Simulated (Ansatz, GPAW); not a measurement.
## Ballistic transport through butadiene-1,4-dithiol between two Al chains, from relaxation to T(E)

How well does butadiene-1,4-dithiol between two Al chains conduct once its atoms have relaxed, and how much do cheaper levels lose?

Main program and level: GPAW 26.7.0 and Ansatz 0.2.0; Ansatz plane waves; relaxation of the junction with the lead ends held; PAW set soft_1, in the first sound run; inputs show where later runs differ.

### Step 1. The starting structure

The cell holds 24 atoms: 14 Al, 2 S, 4 H and 4 C. Its edges and angles: a = 11.014 Å, b = 9.000 Å, c = 39.546 Å, α = 90.0°, β = 90.0°, γ = 90.0°. Regions: left lead, 7 atoms (7 Al); channel, 10 atoms (2 S, 4 H and 4 C); right lead, 7 atoms (7 Al). Vacuum lies along a and b. The structure is stacked along c, and the current runs across the ab planes.

### Step 2. Relaxing the atoms

Transmission follows bond lengths closely, so the atoms between the held lead ends are relaxed first, from a slightly shaken start that lets symmetry break.

File input.yaml:

```yaml
crystal:
  lattice:
    - [11.0142598686, 0.0, 0.0]
    - [0.0, 9.0, 0.0]
    - [0.0, 0.0, 39.5464464114]
  atoms:
    - { symbol: Al, position: [0.5, 0.5, 0.0303440665] }
    - { symbol: Al, position: [0.5, 0.5, 0.0910321995] }
    - { symbol: Al, position: [0.5, 0.5, 0.1517203325] }
    - { symbol: Al, position: [0.5, 0.5, 0.2124084655] }
    - { symbol: Al, position: [0.5, 0.5, 0.2730965986] }
    - { symbol: Al, position: [0.5036790869, 0.5011436353, 0.3329024853] }
    - { symbol: Al, position: [0.4994904265, 0.4988684513, 0.3943001489] }
    - { symbol: S, position: [0.3406885511, 0.4957359935, 0.4281554322] }
    - { symbol: H, position: [0.5598533693, 0.4993715659, 0.465449338] }
    - { symbol: C, position: [0.3740555165, 0.4976959534, 0.4715130882] }
    - { symbol: C, position: [0.4871619647, 0.4968181166, 0.4821289519] }
    - { symbol: H, position: [0.2928088059, 0.5014463492, 0.4862617446] }
    - { symbol: H, position: [0.7062354963, 0.4940973752, 0.5135523646] }
    - { symbol: C, position: [0.5145752682, 0.5045213744, 0.5173644069] }
    - { symbol: C, position: [0.6220476376, 0.4954340995, 0.529644814] }
    - { symbol: H, position: [0.4424236161, 0.5019059592, 0.5362187647] }
    - { symbol: S, position: [0.6585465751, 0.4982272684, 0.5723253785] }
    - { symbol: Al, position: [0.5031851063, 0.4981174059, 0.6053064473] }
    - { symbol: Al, position: [0.5044150644, 0.49709086, 0.6661903686] }
    - { symbol: Al, position: [0.5, 0.5, 0.7269034014] }
    - { symbol: Al, position: [0.5, 0.5, 0.7875915345] }
    - { symbol: Al, position: [0.5, 0.5, 0.8482796675] }
    - { symbol: Al, position: [0.5, 0.5, 0.9089678005] }
    - { symbol: Al, position: [0.5, 0.5, 0.9696559335] }
kpoints:
  mp_grid: { grid: [1, 1, 2] }
hamiltonian:
  xc: pbe
  pseudopotentials: { kind: paw, azcp: { folder: soft_1 } }
scf:
  occupations: { method: fermi_dirac, width: 0.1 }
relax:
  f_tol: 0.03
  max_steps: 80
  constraints: [{ sites: [0, 1, 2, 3, 4, 19, 20, 21, 22, 23] }]
```

On the command line:

```console
$ ansatz run input.yaml --threads 4 --pin off --max-ram 8192MiB --backend cpu --events-out ev --progress --plain --runs-dir out
```

Numbers of over 12 decimals in the logs are rounded to 6 here.

Log:

```text
Engine: ansatz 0.2.0, x86_64-unknown-linux-gnu
Pseudopotentials: kind: paw
Pseudopotential: Al, paw, valence charge 3, recommended cutoff 420 eV (normal), soft_1/Al.paw.azcp
Pseudopotential: S, paw, valence charge 6, recommended cutoff 420 eV (normal), soft_1/S.paw.azcp
Pseudopotential: H, paw, valence charge 1, recommended cutoff 420 eV (normal), soft_1/H.paw.azcp
Pseudopotential: C, paw, valence charge 4, recommended cutoff 420 eV (normal), soft_1/C.paw.azcp
Functional definition: PBE
  parameter kappa = 0.804
  parameter beta = 0.066725
  exchange = pbe_x(kappa = kappa, mu = beta*pi^2/3)
  correlation = pbe_c(beta = beta)
Crystal: 24 atoms, lattice volume = 3920.174 Å³
Basis set: ecut = 420 eV, 76539 PW (Γ), exchange–correlation on 150×128×540 points (8 copies of the dense FFT grid, shifted against one another)
Bands: 61, of which v1, the nominal top of the filled ones, is band 37 counted from 1 (36 counted from 0)
Symmetry: 1 space group operations
Space group: P1 (ITA 1), of the structure as read, at distance tolerance 1.6e-4 Å
k-points: 2
Non-local potential: Al, projectors of the file, l = 0: 2, l = 1: 2, l = 2: 1
Non-local potential: S, projectors of the file, l = 0: 2, l = 1: 2, l = 2: 1
Non-local potential: H, projectors of the file, l = 0: 2, l = 1: 1
Non-local potential: C, projectors of the file, l = 0: 2, l = 1: 2, l = 2: 1
PAW form: soft (Blöchl's): semilocal exchange-correlation on the pseudo side does not see the compensation charge
PAW one-centre angular grid: Al, 110 points (default); XC on 64 Gauss nodes
PAW one-centre angular grid: S, 110 points (default); XC on 64 Gauss nodes
PAW one-centre angular grid: H, 110 points (default); XC on 64 Gauss nodes
PAW one-centre angular grid: C, 110 points (default); XC on 64 Gauss nodes
Initial density: superposition of atomic densities (neutral atoms: chi_scale 0, normalization atom)
Initial wavefunctions: pseudopotential atomic-orbital guess
Functional: x = pbe(κ = 0.804, μ = 0.219515), c = pbe(β = 0.066725)
SCF iter   1: F=—  HF=-10379.558730 eV  |F-HF|=—  |Δ(HF+E_count)|=         —  Δρ=2.50e-2  dr2=5.71e1  ethr=3.10e-3  ⟨swp⟩=18.0  Hψ=804  notcnv=0
preconditioner: auto → LDOS  [metal: Δε(μ)=0.037 eV  Ē_g=5.007 eV  σ=0.100 eV  W_gap=0.09  n_scr=180 (ndim 8)  ℏωp=4.2 eV  f_vac=0.637  D(μ)=24.06/eV (n_scr^D=80)  β→1.0]
SCF iter   2: F=—  HF=-10370.922411 eV  |F-HF|=—  |Δ(HF+E_count)|=    8.64e0  Δρ=1.14e-2  dr2=8.44e0  ethr=3.10e-3  ⟨swp⟩=11.0  Hψ=600  notcnv=0  defer=5
SCF iter   3: F=—  HF=-10369.571193 eV  |F-HF|=—  |Δ(HF+E_count)|=    1.35e0  Δρ=2.30e-3  dr2=8.90e-1  ethr=3.10e-3  ⟨swp⟩=5.5  Hψ=290  notcnv=0  defer=5
SCF iter   4: F=—  HF=-10369.530762 eV  |F-HF|=—  |Δ(HF+E_count)|=   4.04e-2  Δρ=1.11e-3  dr2=1.62e-1  ethr=1.20e-3  ⟨swp⟩=5.0  Hψ=217  notcnv=0  defer=6
SCF iter   5: F=—  HF=-10369.533637 eV  |F-HF|=—  |Δ(HF+E_count)|=   2.87e-3  Δρ=8.55e-4  dr2=5.14e-2  ethr=2.19e-4  ⟨swp⟩=3.5  Hψ=245  notcnv=0  defer=3
SCF iter   6: F=—  HF=-10369.525061 eV  |F-HF|=—  |Δ(HF+E_count)|=   8.58e-3  Δρ=3.10e-4  dr2=9.20e-3  ethr=6.94e-5  ⟨swp⟩=3.5  Hψ=222  notcnv=0  defer=3
SCF iter   7: F=—  HF=-10369.524672 eV  |F-HF|=—  |Δ(HF+E_count)|=   3.89e-4  Δρ=1.66e-4  dr2=2.35e-3  ethr=1.24e-5  ⟨swp⟩=3.5  Hψ=221  notcnv=0  defer=3
SCF iter   8: F=—  HF=-10369.524391 eV  |F-HF|=—  |Δ(HF+E_count)|=   2.81e-4  Δρ=5.92e-5  dr2=2.96e-4  ethr=3.18e-6  ⟨swp⟩=2.5  Hψ=206  notcnv=0  defer=2
SCF iter   9: F=—  HF=-10369.524387 eV  |F-HF|=—  |Δ(HF+E_count)|=   3.85e-6  Δρ=2.58e-5  dr2=7.10e-5  ethr=4.00e-7  ⟨swp⟩=2.0  Hψ=188  notcnv=0  defer=2
SCF iter  10: F=-10369.524382 eV  HF=-10369.524392 eV  |F-HF|=1.03e-5  |Δ(HF+E_count)|=   5.27e-6  Δρ=1.40e-5  dr2=1.80e-5  ethr=3.04e-8  ⟨swp⟩=5.0  Hψ=433  notcnv=0
SCF 1 converged in 10 iterations: F = -10369.524382 eV  dr2 = 1.80e-5
  greatest PAW one-centre occupation: 0.856 electrons in one spin orbital (limit 2), on the S atom at site 16 (counted from 0), in its partial waves of l = 0
relax step   1: F+E_penalty+E_count = -10369.52438217 eV  Δ(F+E_penalty+E_count) = +0.000e0 eV  max|allowed force component| = 4.444e0 eV/Å  Δτ_max = 0.0000 Å  (10 SCF iters, dr2 threshold 2.25e-5 eV, accepted)
Initial density: handed on by an earlier stage of this run
Initial wavefunctions: those handed on with the density
iter 1 solved again at ethr=9.97e-4 eV; its pass at ethr=3.10e-3 eV (dr2=7.38e-1 eV) is discarded
SCF iter   1: F=—  HF=-10370.319071 eV  |F-HF|=—  |Δ(HF+E_count)|=         —  Δρ=3.00e-3  dr2=8.07e-1  ethr=9.97e-4  ⟨swp⟩=1.0  Hψ=487  notcnv=0  defer=2
preconditioner: auto → LDOS  [metal: Δε(μ)=0.102 eV  Ē_g=5.324 eV  σ=0.100 eV  W_gap=0.25  n_scr=180 (ndim 8)  ℏωp=4.7 eV  f_vac=0.673  D(μ)=22.10/eV (n_scr^D=72)  β→1.0]
SCF iter   2: F=—  HF=-10370.256174 eV  |F-HF|=—  |Δ(HF+E_count)|=   6.29e-2  Δρ=1.57e-3  dr2=2.09e-1  ethr=9.97e-4  ⟨swp⟩=3.5  Hψ=251  notcnv=0  defer=2
SCF iter   3: F=—  HF=-10370.226042 eV  |F-HF|=—  |Δ(HF+E_count)|=   3.01e-2  Δρ=6.87e-4  dr2=4.81e-2  ethr=2.82e-4  ⟨swp⟩=2.0  Hψ=262  notcnv=0  defer=2
SCF iter   4: F=—  HF=-10370.220639 eV  |F-HF|=—  |Δ(HF+E_count)|=   5.40e-3  Δρ=2.63e-4  dr2=9.50e-3  ethr=6.50e-5  ⟨swp⟩=2.0  Hψ=174  notcnv=0  defer=2
SCF iter   5: F=—  HF=-10370.219815 eV  |F-HF|=—  |Δ(HF+E_count)|=   8.24e-4  Δρ=9.47e-5  dr2=1.15e-3  ethr=1.28e-5  ⟨swp⟩=3.0  Hψ=197  notcnv=0  defer=2
SCF iter   6: F=—  HF=-10370.219845 eV  |F-HF|=—  |Δ(HF+E_count)|=   2.96e-5  Δρ=4.51e-5  dr2=2.33e-4  ethr=1.55e-6  ⟨swp⟩=2.0  Hψ=190  notcnv=0  defer=2
SCF iter   7: F=-10370.219804 eV  HF=-10370.219852 eV  |F-HF|=4.75e-5  |Δ(HF+E_count)|=   6.99e-6  Δρ=3.02e-5  dr2=6.79e-5  ethr=1.35e-7  ⟨swp⟩=4.0  Hψ=469  notcnv=0
SCF 2 converged in 7 iterations: F = -10370.219804 eV  dr2 = 6.79e-5
  greatest PAW one-centre occupation: 0.857 electrons in one spin orbital (limit 2), on the S atom at site 16 (counted from 0), in its partial waves of l = 0
relax step   2: F+E_penalty+E_count = -10370.21980436 eV  Δ(F+E_penalty+E_count) = -6.954e-1 eV  max|allowed force component| = 1.336e0 eV/Å  Δτ_max = 0.1961 Å  (7 SCF iters, dr2 threshold 1.00e-4 eV, accepted)
iter 1 solved again at ethr=7.38e-4 eV; its pass at ethr=3.10e-3 eV (dr2=5.46e-1 eV) is discarded
SCF iter   1: F=—  HF=-10370.606237 eV  |F-HF|=—  |Δ(HF+E_count)|=         —  Δρ=1.70e-3  dr2=5.17e-1  ethr=7.38e-4  ⟨swp⟩=1.0  Hψ=465  notcnv=0  defer=2
preconditioner: auto → LDOS  [metal: Δε(μ)=0.074 eV  Ē_g=5.278 eV  σ=0.100 eV  W_gap=0.18  n_scr=180 (ndim 8)  ℏωp=4.7 eV  f_vac=0.673  D(μ)=20.61/eV (n_scr^D=68)  β→1.0]
[...]
SCF iter   7: F=-10370.556314 eV  HF=-10370.556332 eV  |F-HF|=1.79e-5  |Δ(HF+E_count)|=   1.27e-7  Δρ=1.94e-5  dr2=2.68e-5  ethr=1.35e-7  ⟨swp⟩=3.5  Hψ=457  notcnv=0
SCF 3 converged in 7 iterations: F = -10370.556314 eV  dr2 = 2.68e-5
  greatest PAW one-centre occupation: 0.858 electrons in one spin orbital (limit 2), on the S atom at site 16 (counted from 0), in its partial waves of l = 0
relax step   3: F+E_penalty+E_count = -10370.55631416 eV  Δ(F+E_penalty+E_count) = -3.365e-1 eV  max|allowed force component| = 5.113e-1 eV/Å  Δτ_max = 0.1959 Å  (7 SCF iters, dr2 threshold 1.00e-4 eV, accepted)
[... from here on, the SCF cycles and remarks between the steps are left out ...]
relax step   4: F+E_penalty+E_count = -10370.75650429 eV  Δ(F+E_penalty+E_count) = -2.002e-1 eV  max|allowed force component| = 3.873e-1 eV/Å  Δτ_max = 0.1922 Å  (7 SCF iters, dr2 threshold 2.36e-5 eV, accepted)
relax step   5: F+E_penalty+E_count = -10370.86409887 eV  Δ(F+E_penalty+E_count) = -1.076e-1 eV  max|allowed force component| = 2.884e-1 eV/Å  Δτ_max = 0.2000 Å  (6 SCF iters, dr2 threshold 2.20e-5 eV, accepted)
relax step   6: F+E_penalty+E_count = -10370.93169556 eV  Δ(F+E_penalty+E_count) = -6.760e-2 eV  max|allowed force component| = 1.848e-1 eV/Å  Δτ_max = 0.1947 Å  (6 SCF iters, dr2 threshold 4.61e-5 eV, accepted)
relax step   7: F+E_penalty+E_count = -10370.97458497 eV  Δ(F+E_penalty+E_count) = -4.289e-2 eV  max|allowed force component| = 8.098e-2 eV/Å  Δτ_max = 0.1920 Å  (7 SCF iters, dr2 threshold 1.40e-5 eV, accepted)
relax step   8: F+E_penalty+E_count = -10371.00179887 eV  Δ(F+E_penalty+E_count) = -2.721e-2 eV  max|allowed force component| = 9.908e-2 eV/Å  Δτ_max = 0.1939 Å  (9 SCF iters, dr2 threshold 1.26e-6 eV, accepted)
relax step   9: F+E_penalty+E_count = -10371.01301961 eV  Δ(F+E_penalty+E_count) = -1.122e-2 eV  max|allowed force component| = 1.315e-1 eV/Å  Δτ_max = 0.1926 Å  (8 SCF iters, dr2 threshold 1.88e-6 eV, accepted)
relax step  10: F+E_penalty+E_count = -10371.01551300 eV  Δ(F+E_penalty+E_count) = -2.493e-3 eV  max|allowed force component| = 5.779e-2 eV/Å  Δτ_max = 0.0549 Å  (6 SCF iters, dr2 threshold 1.73e-5 eV, accepted)
relax step  11: F+E_penalty+E_count = -10371.01612926 eV  Δ(F+E_penalty+E_count) = -6.163e-4 eV  max|allowed force component| = 3.451e-2 eV/Å  Δτ_max = 0.0250 Å  (8 SCF iters, accepted)
SCF iter   1: F=—  HF=-10371.017056 eV  |F-HF|=—  |Δ(HF+E_count)|=         —  Δρ=5.15e-4  dr2=5.20e-3  ethr=6.30e-5  ⟨swp⟩=3.0  Hψ=301  notcnv=0  defer=1
preconditioner: auto → LDOS  [metal: Δε(μ)=0.072 eV  Ē_g=5.226 eV  σ=0.100 eV  W_gap=0.18  n_scr=180 (ndim 8)  ℏωp=4.7 eV  f_vac=0.671  D(μ)=19.12/eV (n_scr^D=54)  β→1.0]
SCF iter   2: F=—  HF=-10371.016608 eV  |F-HF|=—  |Δ(HF+E_count)|=   4.48e-4  Δρ=1.15e-4  dr2=6.12e-4  ethr=7.03e-6  ⟨swp⟩=2.0  Hψ=202  notcnv=0  defer=1
SCF iter   3: F=—  HF=-10371.016440 eV  |F-HF|=—  |Δ(HF+E_count)|=   1.69e-4  Δρ=3.22e-5  dr2=6.84e-5  ethr=8.27e-7  ⟨swp⟩=2.0  Hψ=188  notcnv=0  defer=1
SCF iter   4: F=—  HF=-10371.016453 eV  |F-HF|=—  |Δ(HF+E_count)|=   1.38e-5  Δρ=1.77e-5  dr2=2.13e-5  ethr=9.24e-8  ⟨swp⟩=2.0  Hψ=199  notcnv=0  defer=1
SCF iter   5: F=—  HF=-10371.016451 eV  |F-HF|=—  |Δ(HF+E_count)|=   2.57e-6  Δρ=5.66e-6  dr2=2.24e-6  ethr=2.87e-8  ⟨swp⟩=2.0  Hψ=181  notcnv=0  defer=1
SCF iter   6: F=—  HF=-10371.016451 eV  |F-HF|=—  |Δ(HF+E_count)|=   1.74e-7  Δρ=1.85e-6  dr2=2.55e-7  ethr=3.03e-9  ⟨swp⟩=2.0  Hψ=201  notcnv=0  defer=1
SCF iter   7: F=-10371.016451 eV  HF=-10371.016451 eV  |F-HF|=1.67e-8  |Δ(HF+E_count)|=   2.70e-7  Δρ=1.15e-6  dr2=9.80e-8  ethr=1.35e-10  ⟨swp⟩=6.0  Hψ=435  notcnv=0
SCF 12 converged in 7 iterations: F = -10371.016451 eV  dr2 = 9.80e-8
relax step  12: F+E_penalty+E_count = -10371.01645129 eV  Δ(F+E_penalty+E_count) = -3.220e-4 eV  max|allowed force component| = 4.863e-3 eV/Å  Δτ_max = 0.0268 Å  (7 SCF iters, accepted)
SCF converged after 7 iterations
Free energy (F): -10371.016451 eV
Harris-Foulkes:  -10371.016451 eV  (|F-HF|=1.67e-8)
Internal energy: -10370.390314 eV  (E = F + TS)
E sigma→0 (E₀):  -10370.703383 eV
Entropy (-TS):   -0.626137 eV (-26.089 meV/atom)
Fermi energy:    -3.191878 eV
--- Per-component energies (eV) ---
  E_band       = -607.320532
  E_kinetic    = 876.453781
  E_local      = -7629.545555  (includes V_loc(G=0)·N_el)
  E_nonlocal   = 318.506086
  E_hartree    = 3360.450237
  E_xc         = -884.345848
  E_vxc        = -789.468808  (∫ρ·V_xc dr)
  E_paw        = -8192.673884  (= ΣΔE_a)
  E_vpaw       = -104.158687  (= ΣTr[D̂ρ^β])
  E_aug_tail   = -0.004292  (compensation charges beyond the density's cutoff)
  E_ewald      = 1780.769160
  E_smearing   = -0.626137  (= −TS)
  E_closure    = 0.000000  (closes the sum)
  Σ components = -10371.016451   (vs F -10371.016451, Δ=0.00e0)
--- Forces (eV/Å), atoms counted from 1 ---
  atom   1  Al    -0.00614345     0.00029972    -0.02796240
  atom   2  Al    -0.02893778     0.00045342    -0.04980706
  atom   3  Al     0.08850674    -0.00191420    -0.03746338
  atom   4  Al    -0.11199864     0.00293041    -0.28427782
  atom   5  Al     0.05463880    -0.00342188     0.76545853
  atom   6  Al    -0.00034566     0.00241258    -0.00170529
  atom   7  Al    -0.00027359    -0.00157401     0.00195459
  atom   8  S     -0.00035521     0.00060416    -0.00031304
  atom   9  H     -0.00092804     0.00281092    -0.00000703
  atom  10  C      0.00480175     0.00016291     0.00166360
  atom  11  C      0.00018938     0.00123299     0.00401425
  atom  12  H     -0.00233488    -0.00178225    -0.00063101
  atom  13  H      0.00271252     0.00098949     0.00024610
  atom  14  C     -0.00001700    -0.00067131    -0.00386025
  atom  15  C     -0.00486284    -0.00048406    -0.00147783
  atom  16  H      0.00051891    -0.00224775     0.00007066
  atom  17  S     -0.00005257    -0.00064429    -0.00005488
  atom  18  Al    -0.00050954     0.00184042    -0.00252260
  atom  19  Al     0.00054513    -0.00252360     0.00220115
  atom  20  Al    -0.05343448     0.00404004    -0.76617630
  atom  21  Al     0.11187562    -0.00444988     0.28444388
  atom  22  Al    -0.08896755     0.00321031     0.03821790
  atom  23  Al     0.02930961    -0.00105384     0.04989270
  atom  24  Al     0.00601859    -0.00014949     0.02801998
  max |Σ_I F_I| component: 7.56e-5 eV/Å
--- Relaxed structure (12 steps of the walk, 12 accepted, 0 SCFs on fresh bases) ---
  F+E_penalty+E_count = -10371.01645129 eV   max|allowed force component| = 4.863e-3 eV/Å
  atoms:
    - { symbol: Al, position: [0.500000, 0.5, 0.030344] }
    - { symbol: Al, position: [0.500000, 0.5, 0.091032] }
    - { symbol: Al, position: [0.500000, 0.5, 0.151720] }
    - { symbol: Al, position: [0.500000, 0.5, 0.212408] }
    - { symbol: Al, position: [0.500000, 0.5, 0.2730965986] }
    - { symbol: Al, position: [0.375210, 0.502980, 0.328033] }
    - { symbol: Al, position: [0.464457, 0.497654, 0.389471] }
    - { symbol: S, position: [0.316319, 0.503934, 0.428704] }
    - { symbol: H, position: [0.562655, 0.501759, 0.464543] }
    - { symbol: C, position: [0.370868, 0.500205, 0.470387] }
    - { symbol: C, position: [0.486378, 0.499799, 0.482323] }
    - { symbol: H, position: [0.295678, 0.498532, 0.488452] }
    - { symbol: H, position: [0.706195, 0.498484, 0.511677] }
    - { symbol: C, position: [0.515480, 0.496845, 0.517783] }
    - { symbol: C, position: [0.630975, 0.496592, 0.529730] }
    - { symbol: H, position: [0.439196, 0.494659, 0.535559] }
    - { symbol: S, position: [0.685429, 0.492472, 0.571423] }
    - { symbol: Al, position: [0.537222, 0.501481, 0.610602] }
    - { symbol: Al, position: [0.625574, 0.494919, 0.672125] }
    - { symbol: Al, position: [0.500000, 0.5, 0.7269034014] }
    - { symbol: Al, position: [0.500000, 0.5, 0.787592] }
    - { symbol: Al, position: [0.500000, 0.5, 0.848280] }
    - { symbol: Al, position: [0.500000, 0.5, 0.9089678005] }
    - { symbol: Al, position: [0.500000, 0.5, 0.9696559335] }
```

Run time: 80 s. Hardware: 4 threads of Intel Xeon Platinum 8559C (Emerald Rapids), shared host; peak memory 3.5 GiB.

The steps of the relaxation:

| step | energy less that of the first step (eV) | largest force component (eV/Å) |
| --- | --- | --- |
| 1 | 0.0000 | 4.4439 |
| 2 | -0.6954 | 1.3355 |
| 3 | -1.0319 | 0.5113 |
| 4 | -1.2321 | 0.3873 |
| 5 | -1.3397 | 0.2884 |
| 6 | -1.4073 | 0.1848 |
| 7 | -1.4502 | 0.0810 |
| 8 | -1.4774 | 0.0991 |
| 9 | -1.4886 | 0.1315 |
| 10 | -1.4911 | 0.0578 |
| 11 | -1.4917 | 0.0345 |
| 12 | -1.4921 | 0.0049 |

The atoms that moved most (Å):

| atom | dx | dy | dz | length |
| --- | --- | --- | --- | --- |
| Al6 | -1.415 | 0.017 | -0.193 | 1.428 |
| Al19 | 1.334 | -0.020 | 0.235 | 1.355 |
| Al7 | -0.386 | -0.011 | -0.191 | 0.431 |
| Al18 | 0.375 | 0.030 | 0.209 | 0.430 |
| S17 | 0.296 | -0.052 | -0.036 | 0.303 |
| S8 | -0.268 | 0.074 | 0.022 | 0.279 |
| C15 | 0.098 | 0.010 | 0.003 | 0.099 |
| H12 | 0.032 | -0.026 | 0.087 | 0.096 |

This step gave:

| Item | Value |
| --- | --- |
| free energy | -10371.0165 eV |
| smearing term TS | 0.6261 eV |
| symmetry operations | 1 |

The relaxation lowered the energy of the cell by 1.49 eV.

(Continued in part 2 of 4.)

[Logs are printed without paths, hosts, clocks, repeated set-up lines and the standing remarks that a program may print on its own settings, such as how far it seeks lower states.]

[Hosts, paths, dates, database ids (printed as entryN), source tags and the programs' standing remarks are cut or masked in the printed files.]
